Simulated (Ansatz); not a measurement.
Crystal: Ge.

```
CELL_PARAMETERS angstrom
2.71047 0.00000 0.00000
0.00000 2.71047 0.00000
0.00000 0.00000 2.71047
ATOMIC_POSITIONS crystal
Ge 0.00000 0.00000 0.00000
```

The cell was built by a generator and needn't be a form met in nature.

```yaml
Program: Ansatz 0.2.0
Task: relaxation of cell and atoms
Functional: PBE
Dispersion: D3(BJ)
Potentials_or_basis: Ansatz PAW
Cutoff: "420 eV (not typed: the program's choice for these potentials)"
k_mesh: 10 × 10 × 10
Occupations: fermi-dirac, width 0.05 eV
Spin: no spin polarisation
```

At the start: volume 19.91 Å³/atom.

**Question.** How do energy, volume and symmetry change on relaxing?

**Answer.** It ends after 4 steps and the volume is 19.01 Å³/atom (-4.5 %); space group Pm-3m (No. 221, to 0.05 Å).

Step by step:
```tsv
step	energy change (eV)	largest force (eV/Å)	volume (Å³)
1	0.0000	0.0000	19.91
2	-0.0093	0.0000	18.88
3	-0.0095	0.0000	19.01
4	-0.0093	0.0000	19.01
```

Final structure:
```
Ge
1.0
     2.66902    0.00000    0.00000
     0.00000    2.66902    0.00000
     0.00000    0.00000    2.66902
Ge
1
Direct
  0.00000 0.00000 0.00000
```

Caveat: the plane-wave basis is chosen anew once the cell has moved, so the energies of steps on either side of that aren't comparable; pairwise dispersion overbinds metals, which lowers pressure and volume.
